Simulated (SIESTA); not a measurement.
Pd: relaxation of cell and atoms with PBEsol

Crystal: Pd.

```xyz
1
Lattice="0.0000 1.9465 1.9465 1.9465 0.0000 1.9465 1.9465 1.9465 0.0000" Properties=species:S:1:pos:R:3 pbc="T T T"
Pd    0.0000    0.0000    0.0000
```

```yaml
Program: SIESTA 5.4.2
Task: relaxation of cell and atoms
Functional: PBEsol
Potentials_or_basis: PseudoDojo 0.4 standard (PBEsol files)
Basis: DZP (energy shift 0.003 Ry; two zetas on semicore shells)
Grid_cutoff: 800 Ry
Energy_shift: 0.003 Ry
k_mesh: 12 × 12 × 12
Occupations: fermi-dirac, width 0.05 eV
Spin: no spin polarisation
optimiser: CG
force_tolerance: 0.04 eV/Å
```

```json
{
 "Relaxed volume": "14.58 Å³/atom",
 "Relaxed cell": "a = 2.742 Å, b = 2.742 Å, c = 2.742 Å, α = 60.00°, β = 60.00°, γ = 60.00°",
 "Space group after relaxing (to 0.05 Å)": "Fm-3m (No. 225)",
 "Energy gained by relaxing": "1.6 meV/atom",
 "Ionic steps": "3",
 "Pressure after relaxing": "0.0 GPa",
 "Band gap on the k mesh": "none (metal or under the smearing width)"
}
```

The path:
```
step  energy change (eV)  largest force (eV/Å)  pressure (GPa)  volume (Å³)
   1              0.0000                0.0000           -2.43        14.75
   2              0.0031                0.0000            4.95        14.24
   3             -0.0016                0.0000           -0.03        14.58
```

Final structure:
```
Pd
1.0
     0.00001    1.93894    1.93894
     1.93894    0.00001    1.93894
     1.93894    1.93894    0.00001
Pd
1
Direct
  0.00000 0.00000 0.00000
```

Run time: 110 s on 1 thread of Arm Neoverse V1, with other jobs on the host, peak memory 0.26 GiB.

Caveat: the basis of atomic orbitals isn't converged, which shifts pressures, moduli and gaps.
